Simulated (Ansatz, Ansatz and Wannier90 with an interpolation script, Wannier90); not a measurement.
**Settings in Wannier-interpolated G0W0: GaN (F-43m)**

Aim: vary the Wannier model and the GW settings for GaN (F-43m) and see what the interpolated bands lose.

Main program and level: Wannier90 4.0.3; maximally localised Wannier functions from the overlaps of LDA states (plane waves, PAW).

## Step 1: The starting structure

Symmetry: F-43m, No. 216, cubic system. Conventional cell: a = 4.507 Å, b = 4.507 Å, c = 4.507 Å, α = 90.00°, β = 90.00°, γ = 90.00°. Ga has 4 N at 1.95 Å nearest. Nearest to N lie 4 Ga at 1.95 Å. Farther neighbours and most contacts between anions are not listed.

The cell and positions are those that the Materials Project relaxed with its own functionals (PBE, PBE+U or r2SCAN), kept fixed. This is not the form that GaN usually takes at ambient conditions.

## Step 2: Wannier model on 16×16×16, by Wannier90

Localised functions give a small Hamiltonian that interpolates between mesh points at no cost.

w.win

```
num_iter = 1200
conv_tol = 1.0e-8
conv_window = 5
dis_num_iter = 4000
dis_conv_tol = 1.0e-8
dis_mix_ratio = 0.7
write_hr = true
use_ws_distance = false
num_print_cycles = 50
! ansatz wannier90 interface
! projections by site (counted from 0) and shell: 0 4S, 0 4P, 1 2P
! states of the run's bands (counted from 1): 1-14
num_bands = 14
num_wann  = 7
dis_win_min = 2.01
dis_win_max = 24.81
dis_froz_min = 2.01
dis_froz_max = 14.01
guiding_centres = true

begin unit_cell_cart
Ang
                      0.0               2.25350061               2.25350061
               2.25350061                      0.0               2.25350061
               2.25350061               2.25350061                      0.0
end unit_cell_cart

begin atoms_frac
Ga                       0.0                      0.0                      0.0
N                       0.25                     0.25                     0.25
end atoms_frac

mp_grid = 16 16 16

[... the mesh's points ...]
```

Run with:

```
$ OMP_NUM_THREADS=1 mpirun -n 8 wannier90.x w > wannier90.x.log
```

Numbers of over 12 decimals in the logs are rounded to 6 here.

The program printed:

```text
TEM
                                    ------

                              Lattice Vectors (Ang)
                    a_1     0.000000   2.253501   2.253501
                    a_2     2.253501   0.000000   2.253501
                    a_3     2.253501   2.253501   0.000000

                   Unit Cell Volume:      22.88775  (Ang^3)

                        Reciprocal-Space Vectors (Ang^-1)
                    b_1    -1.394094   1.394094   1.394094
                    b_2     1.394094  -1.394094   1.394094
                    b_3     1.394094   1.394094  -1.394094

 *----------------------------------------------------------------------------*
 |   Site       Fractional Coordinate          Cartesian Coordinate (Ang)     |
 +----------------------------------------------------------------------------+
 | ga   1   0.00000   0.00000   0.00000   |    0.00000   0.00000   0.00000    |
 | n    1   0.25000   0.25000   0.25000   |    1.12675   1.12675   1.12675    |
 *----------------------------------------------------------------------------*
                                ------------
                                K-POINT GRID
                                ------------

             Grid size = 16 x 16 x 16      Total points = 4096

 *---------------------------------- MAIN ------------------------------------*
 |  Number of Wannier Functions               :                 7             |
 |  Number of Objective Wannier Functions     :                 7             |
 |  Number of input Bloch states              :                14             |
 |  Output verbosity (1=low, 5=high)          :                 1             |
 |  Timing Level (1=low, 5=high)              :                 1             |
 |  Optimisation (0=memory, 3=speed)          :                 3             |
 |  Length Unit                               :               Ang             |
 |  Post-processing setup (write *.nnkp)      :                 F             |
 |  Using Gamma-only branch of algorithms     :                 F             |
 *----------------------------------------------------------------------------*
 *------------------------------- WANNIERISE ---------------------------------*
 |  Total number of iterations                :              1200             |
 |  Number of CG steps before reset           :                 5             |
 |  Trial step length for line search         :             2.000             |
 |  Convergence tolerence                     :         0.100E-07             |
 |  Convergence window                        :                 5             |
 |  Iterations between writing output         :                50             |
 |  Iterations between backing up to disk     :               100             |
 |  Write r^2_nm to file                      :                 F             |
[...]
Sum of centres and spreads (  3.380251,  3.380251,  3.380251 )    14.43336782

      0     0.144E+02     0.0000000000       14.4333678215       4.35  <-- CONV
        O_D=      0.2046367 O_OD=      4.4593180 O_TOT=     14.4333678 <-- SPRD
 ------------------------------------------------------------------------------
 Cycle:      1
[...]
Sum of centres and spreads (  3.380251,  3.380251,  3.380251 )    14.16481588

      1    -0.269E+00     0.1030111426       14.1648158800       4.39  <-- CONV
        O_D=      0.2107973 O_OD=      4.1846054 O_TOT=     14.1648159 <-- SPRD
 Delta: O_D=  0.6160667E-02 O_OD= -0.2747126E+00 O_TOT= -0.2685519E+00 <-- DLTA
 ------------------------------------------------------------------------------
 Cycle:     50
[...]
Sum of centres and spreads (  3.380251,  3.380251,  3.380251 )    13.62275010

     50    -0.933E-05     0.0014634307       13.6227500965       6.23  <-- CONV
        O_D=      0.2172435 O_OD=      3.6360934 O_TOT=     13.6227501 <-- SPRD
 Delta: O_D= -0.5764726E-05 O_OD= -0.3569992E-05 O_TOT= -0.9334718E-05 <-- DLTA
 ------------------------------------------------------------------------------
 Cycle:    100
[...]
Sum of centres and spreads (  3.380251,  3.380251,  3.380251 )    13.62265120

    100    -0.403E-10     0.0000518035       13.6226511978       8.04  <-- CONV
        O_D=      0.2171644 O_OD=      3.6360736 O_TOT=     13.6226512 <-- SPRD
 Delta: O_D= -0.1043010E-09 O_OD=  0.6395240E-10 O_TOT= -0.4034817E-10 <-- DLTA
 ------------------------------------------------------------------------------

             <<<     Delta < 1.000E-08  over  5 iterations     >>>
             <<< Wannierisation convergence criteria satisfied >>>

 Final State
[...]
WF centre and spread    6  (  1.126750,  1.126750,  1.126750 )     0.91962560
  WF centre and spread    7  (  1.126750,  1.126750,  1.126750 )     0.91962560
  Sum of centres and spreads (  3.380251,  3.380251,  3.380251 )    13.62265120

         Spreads (Ang^2)       Omega I      =     9.769413168
        ================       Omega D      =     0.217164419
                               Omega OD     =     3.636073611
    Final Spread (Ang^2)       Omega Total  =    13.622651198
 ------------------------------------------------------------------------------

 Writing checkpoint file w.chk... done

 *---------------------------------------------------------------------------*
 |                               PLOTTING                                    |
 *---------------------------------------------------------------------------*

 *===========================================================================*
 |                             TIMING INFORMATION                            |
 *===========================================================================*
 |    Tag                                                Ncalls      Time (s)|
 |---------------------------------------------------------------------------|
 |kmesh: get                                        :         1         0.963|
 |overlap: read                                     :         1         3.575|
 |dis: main                                         :         1         4.513|
 |wann: main                                        :         1         3.710|
 |plot: main                                        :         1         0.305|
 *---------------------------------------------------------------------------*
 All done: wannier90 exiting
```

Elapsed: 18 s, on 8 MPI ranks of Arm Neoverse V2, shared host.

This step gave:

| Quantity | Value |
| --- | --- |
| gauge-invariant spread | 9.769 Å² |
| diagonal spread | 0.2172 Å² |
| off-diagonal spread | 3.636 Å² |
| total spread | 13.62 Å² |
| disentanglement steps | 310 |
| r.m.s. interpolation error | 3.61e-4 eV |
| r.m.s. error near the gap | 4.32e-4 eV |

Near the gap the model misses directly solved bands by 0.4 meV r.m.s. and by 2 meV at most in the window tested. This tests the starting bands, not the corrections carried with them.

## Step 3: Wannier model on 16×16×16, by the program's own minimiser

This step: maximally localised Wannier functions, LDA, plane waves, PAW.

input.yaml

```yaml
crystal:
  lattice:
    - [0.0, 2.25350061, 2.25350061]
    - [2.25350061, 0.0, 2.25350061]
    - [2.25350061, 2.25350061, 0.0]
  atoms:
    - { symbol: Ga, position: [0.0, 0.0, 0.0] }
    - { symbol: "N", position: [0.25, 0.25, 0.25] }
kpoints:
  mp_grid: { grid: [8, 8, 8] }
hamiltonian:
  xc: lda
scf:
  occupations: { method: fixed }
  n_extra_bands: 30
output:
  wannier:
    kmesh: [16, 16, 16]
    projections:
      - { species: Ga, l: s, shell: 4 }
      - { species: Ga, l: p, shell: 4 }
      - { species: "N", l: p, shell: 2 }
    minimise: true
    write_hr: true
    seedname: w
    conv_tol: 1.0e-06
    max_iter: 20000
    stability_check: false
    disentanglement:
      window: [2.01, 24.81]
      frozen_window: [2.01, 14.01]
      conv_tol: 1.0e-08
```

Run with:

```
$ ansatz run input.yaml --threads 12 --pin off --max-ram 22118MiB --backend cpu --events-out ev --progress --plain --runs-dir out
```

The program printed:

```text
scf.n_extra_bands = 30 over 9 filled bands (N_el = 18.0): the run solves 39 bands
Engine: ansatz 0.2.0, aarch64-unknown-linux-gnu
Pseudopotentials: kind: paw
Pseudopotential: Ga, paw, valence charge 13, recommended cutoff 420 eV (normal), Ga.paw.azcp
Pseudopotential: N, paw, valence charge 5, recommended cutoff 420 eV (normal), N.paw.azcp
Functional definition: SPW92
  exchange = slater_x
  correlation = pw_c
Crystal: 2 atoms, lattice volume = 22.888 Å³
Basis set: ecut = 420 eV, 459 PW (Γ)
Bands: 39, of which v1, the nominal top of the filled ones, is band 9 counted from 1 (8 counted from 0)
Symmetry: 24 space group operations
Space group: F-43m (ITA 216), of the structure as read, at distance tolerance 2.8e-5 Å
k-points: 29 of 512 (time reversal used)
Non-local potential: Ga, projectors of the file, l = 0: 2, l = 1: 2, l = 2: 3, l = 3: 1
Non-local potential: N, projectors of the file, l = 0: 2, l = 1: 2, l = 2: 1
PAW form: soft (Blöchl's): semilocal exchange-correlation on the pseudo side does not see the compensation charge
PAW frozen core: Ga, regenerated for the run's functional, and the local potential with it (the file was generated under x = pbe(κ = 0.804, μ = 0.219515), c = pbe(β = 0.066725))
PAW frozen core: N, regenerated for the run's functional, and the local potential with it (the file was generated under x = pbe(κ = 0.804, μ = 0.219515), c = pbe(β = 0.066725))
PAW one-centre angular grid: Ga, 590 points (default); XC on 64 Gauss nodes
PAW one-centre angular grid: N, 110 points (default); XC on 64 Gauss nodes
[...]
SCF 1 converged in 6 iterations: F = -4082.066747 eV  dr2 = 3.04e-9
[...]
NSCF: frozen V_eff on 148 k-points
the Wannier pass solved 148 of the 4096 points of its mesh, and has the states at the others by symmetry: states obtained by the crystal's operations at points that were solved too leave a residual of 4.82e-13 eV (read by the count's bands and the next), within 5.56e-6 eV
SCF converged after 6 iterations
Free energy (F): -4082.066747 eV
Harris-Foulkes:  -4082.066747 eV  (|F-HF|=9.45e-10)
Internal energy: -4082.066747 eV  (E = F + TS)
E sigma→0 (E₀):  -4082.066747 eV
Fermi energy:    9.280419 eV
--- Per-component energies (eV) ---
  E_band       = -13.121279
  E_kinetic    = 246.493593
  E_local      = -1953.279783  (includes V_loc(G=0)·N_el)
  E_nonlocal   = 477.482591
  E_hartree    = 895.549356
  E_xc         = -127.671775
  E_vxc        = -133.990922  (∫ρ·V_xc dr)
  E_paw        = -2035.014420  (= ΣΔE_a)
  E_vpaw       = -440.925213  (= ΣTr[D̂ρ^β])
  E_aug_tail   = 0.000119  (compensation charges beyond the density's cutoff)
  E_ewald      = -1587.434952
  E_core_change = 1.808524  (= ΣΔE_core)
  E_smearing   = -0.000000  (= −TS)
  E_closure    = 0.000000  (closes the sum)
  Σ components = -4082.066747   (vs F -4082.066747, Δ=0.00e0)
--- Band table (eV; the first three rows and the last of 29) ---
  k-point 0: bands = [... 5 lower, -3.9908, 9.2804, 9.2804, 9.2804, 11.0124, 19.3981, 19.3981, 19.3981, ... 26 higher]
  k-point 1: bands = [... 5 lower, -3.9924, 7.7575, 9.1167, 9.1167, 12.1384, 18.6901, 19.6360, 19.6360, ... 26 higher]
  k-point 2: bands = [... 5 lower, -3.9062, 5.4112, 8.7530, 8.7530, 13.2880, 17.8914, 19.8642, 19.8642, ... 26 higher]
  k-point 28: bands = [... 5 lower, -1.8212, 3.4991, 5.5415, 5.5929, 15.4009, 17.5039, 19.4281, 20.1910, ... 26 higher]
Wannier search: line search 1 of at most 20000: gauge-dependent spread (as the search counts it) 4.3942487 Å², largest recent change 2.7e-1 Å² against conv_tol 1.0e-6 Å², 0 stops escaped
```

Run time: 9.3 s. Hardware: 12 threads; peak memory 1.9 GiB; 41 s of CPU time.

Reading the cycles: dr2 is the Hartree energy of the density residual (eV), the measure of convergence; HF is the Harris–Foulkes estimate of the energy, which meets the free energy F at convergence.

Numbers from this step:

- gauge-invariant spread: 9.769 Å²
- diagonal spread: 0.2171 Å²
- off-diagonal spread: 3.635 Å²
- total spread: 13.62 Å²
- least projectability: 0.2114
- localisation steps: 81
- disentanglement steps: 264
- r.m.s. interpolation error: 3.53e-4 eV
- r.m.s. error near the gap: 4.26e-4 eV

Near the gap the model misses directly solved bands by 0.4 meV r.m.s. and by 2 meV at most in the window tested. This tests the starting bands, not the corrections carried with them.

Frozen up to 4.73 eV; above it the model need not follow the bands. Electronic bands along the path, in eV, zero at the valence-band top; v1 is the highest filled band, c1 the lowest empty one:

| point | v3 | v2 | v1 | c1 | c2 | c3 | c4 |
| --- | --- | --- | --- | --- | --- | --- | --- |
| Γ | 0.00 | 0.00 | 0.00 | 1.73 | 10.12 | 10.12 | 10.12 |
| halfway | -3.43 | -1.51 | -1.51 | 4.51 | 7.48 | 11.80 | 11.80 |
| X | -6.21 | -2.73 | -2.73 | 3.26 | 8.49 | 13.74 | 13.74 |
| halfway | -6.12 | -3.39 | -2.59 | 3.85 | 8.42 | 12.97 | 13.42 |
| U | -5.95 | -4.31 | -2.20 | 4.91 | 8.15 | 11.44 | 12.65 |
| jump to K | -5.95 | -4.31 | -2.20 | 4.91 | 8.15 | 11.44 | 12.65 |
| halfway | -4.21 | -2.16 | -0.54 | 5.15 | 8.33 | 9.44 | 10.96 |
| Γ | 0.00 | 0.00 | 0.00 | 1.73 | 10.12 | 10.12 | 10.12 |
| halfway | -3.87 | -0.53 | -0.53 | 4.01 | 8.61 | 10.58 | 10.58 |
| L | -7.12 | -0.98 | -0.98 | 4.53 | 8.60 | 10.20 | 10.20 |
| halfway | -6.49 | -3.04 | -1.79 | 6.51 | 6.90 | 9.91 | 11.53 |
| W | -5.78 | -3.74 | -3.69 | 6.12 | 8.22 | 10.15 | 12.85 |
| halfway | -6.03 | -3.25 | -3.22 | 4.49 | 8.36 | 12.10 | 13.38 |
| X | -6.21 | -2.73 | -2.73 | 3.26 | 8.49 | 13.74 | 13.74 |

The same for Kohn-Sham, solved directly:

```
point     v3     v2     v1    c1     c2     c3     c4
    Γ   0.00   0.00   0.00  1.73  10.12  10.12  10.12
    X  -6.21  -2.73  -2.73  3.26   6.48  11.50  13.74
    U  -5.95  -4.31  -2.20  4.89   7.71  10.88  12.65
    K  -5.95  -4.31  -2.20  4.89   7.71  10.88  12.65
    Γ   0.00   0.00   0.00  1.73  10.12  10.12  10.12
    L  -7.12  -0.98  -0.98  4.53   8.60  10.20  10.20
    W  -5.78  -3.74  -3.69  6.12   8.22  10.15  10.91
    X  -6.21  -2.73  -2.73  3.26   6.48  11.50  13.74
```

The first set of electronic bands as a text plot (rows in eV, shown from -7.1 to 7.7 only):

```
    7.4 |      ++           +++                     ++  +
    6.8 |                    ++                       ++
    6.2 |                   +  +                     +  ++++
    5.6 |                  +                        +       +
    4.9 |                ++     +                 ++         +
    4.3 |    ++++       +        +           +++++            +
    3.7 |   +    +++   +          ++       ++                  +
    3.1 |  +        +++             +     +                     +
    2.5 |                                +
    1.9 |++                          ++++
    1.2 |
    0.6 |
    0.0 |**                       *********
   -0.6 | ***                  *******  *  *****
   -1.2 |  * ***            ***  *  *    *      ******
   -1.9 |   *   *          *    *         *         * **
   -2.5 |    **  **********       **                 *  *       *
   -3.1 |             **       * *         *          *  *   ***
   -3.7 |      *        *    **             *          ******
   -4.3 |       *        ****   *
   -5.0 |        *             *             *
   -5.6 |         **        ***               *          ***
   -6.2 |           ********                   *      ***   *****
   -6.8 |                                       ******
         Γ           X  U|K            Γ         L        W     X
```

(Continued in part 2 of 2.)

[Paths, hosts, dates, memory and timing lines, banners, echoed tables and standing remarks are left out of the program output.]

[Logs are printed without paths, hosts, clocks, repeated set-up lines and the standing remarks that a program may print on its own settings, such as how far it seeks lower states.]

[Runs of the session that timed out or met a known fault of the program may be left out.]

[Hosts, paths, dates, database ids (printed as entryN), source tags and the programs' standing remarks are cut or masked in the printed files.]
